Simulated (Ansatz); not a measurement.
Crystal: Bi, fcc type, 1 atom in the cell.

Theory: PBE, plane waves, PAW datasets (generated hard set) in Ansatz.

Cutoff 700 eV; k-mesh 19×19×19 Γ-centred; Fermi–Dirac smearing of 0.0612 eV; no spin polarisation; no spin–orbit coupling.

| V (Å³/atom) | a (Å) | E − E(min) (meV/atom) | P (GPa) |
| --- | --- | --- | --- |
| 29.865 | 4.9250 | 20.89 | 3.68 |
| 30.500 | 4.9597 | 9.02 | 2.33 |
| 31.135 | 4.9939 | 2.24 | 1.12 |
| 31.771 | 5.0276 | 0.00 | 0.03 |
| 32.406 | 5.0609 | 1.86 | -0.95 |
| 33.042 | 5.0938 | 7.41 | -1.83 |
| 33.677 | 5.1262 | 16.27 | -2.62 |

Fit a third-order Birch–Murnaghan equation of state to the energies.

V₀ = 31.789 Å³/atom (a₀ = 5.029 Å), B₀ = 51.5 GPa, B₀′ = 4.29.

The published all-electron PBE values for this crystal (mean of FLEUR and WIEN2k, k-spacing 0.06 Å⁻¹; Bosoni et al., Nat. Rev. Phys. 6, 45 (2024)) are V₀ = 31.811 Å³/atom, B₀ = 51.5 GPa, B₀′ = 4.64. This run's mesh is coarser (spacing 0.11 Å⁻¹), so part of any difference comes from k-sampling.

The stress includes the program's correction for the finite plane-wave basis.

This cubic structure is a model: it isn't the usual form of the substance at ambient conditions, and such phases are metastable or hypothetical. Spin–orbit coupling is left out, which matters for 6p elements such as Tl, Pb and Bi.
